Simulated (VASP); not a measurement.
**Ca: band structure with PBE**

Crystal: Ca.

```xyz
1
Lattice="0.0000 2.7651 2.7651 2.7651 0.0000 2.7651 2.7651 2.7651 0.0000" Properties=species:S:1:pos:R:3 pbc="T T T"
Ca    5.5301    5.5301    5.5301
```

```yaml
Program: VASP 6.6.1
Task: band structure
Functional: PBE
Potentials_or_basis: VASP PAW PBE potentials, release 64 (Ca_sv)
Cutoff: 520 eV
k_mesh: 12 × 12 × 12
Occupations: methfessel-paxton, width 0.1 eV
Spin: no spin polarisation
Further_INCAR_settings: ALGO = Normal; EDIFF = 1e-07; NBANDS = 11
```

```yaml
Pressure: 0.0 GPa
Band_gap_along_the_path: none (metal or under the smearing width)
```

Levels at the corners of the path, in eV from the Fermi level:
```
point  band 2  band 3  band 4  band 5  band 6  band 7  band 8  band 9
    Γ  -22.94  -22.94  -22.94   -4.02    2.33    2.33    2.33    3.40
    X  -23.07  -22.99  -22.99   -0.45    0.58    0.96    4.08    4.27
    X  -23.07  -22.99  -22.99   -0.45    0.58    0.96    4.08    4.27
    W  -23.03  -23.03  -22.99    0.20    0.69    0.69    2.56    4.27
    W  -23.03  -23.03  -22.99    0.20    0.69    0.69    2.56    4.27
    K  -23.05  -23.02  -22.98    0.03    0.41    0.83    3.26    3.99
    K  -23.05  -23.02  -22.98    0.03    0.41    0.83    3.26    3.99
    Γ  -22.94  -22.94  -22.94   -4.02    2.33    2.33    2.33    3.40
    Γ  -22.94  -22.94  -22.94   -4.02    2.33    2.33    2.33    3.40
    L  -23.08  -22.96  -22.96   -0.98   -0.16    2.22    2.22    4.08
    L  -23.08  -22.96  -22.96   -0.98   -0.16    2.22    2.22    4.08
    U  -23.05  -23.02  -22.98    0.03    0.41    0.83    3.26    3.99
    U  -23.05  -23.02  -22.98    0.03    0.41    0.83    3.26    3.99
    W  -23.03  -23.03  -22.99    0.20    0.69    0.69    2.56    4.27
    W  -23.03  -23.03  -22.99    0.20    0.69    0.69    2.56    4.27
    L  -23.08  -22.96  -22.96   -0.98   -0.16    2.22    2.22    4.08
    L  -23.08  -22.96  -22.96   -0.98   -0.16    2.22    2.22    4.08
    K  -23.05  -23.02  -22.98    0.03    0.41    0.83    3.26    3.99
    U  -23.05  -23.02  -22.98    0.03    0.41    0.83    3.26    3.99
    X  -23.07  -22.99  -22.99   -0.45    0.58    0.96    4.08    4.27
```

Core levels (eV, on the scale of the bands):
```tsv
atom	levels
1 Ca	1s -3942.1, 2s -407.1, 2p -327.5
```

Wall time 30 s on 1 thread of Intel(R) Xeon(R) 6975P-C (Granite Rapids), with other jobs on the host, peak memory 0.19 GiB.
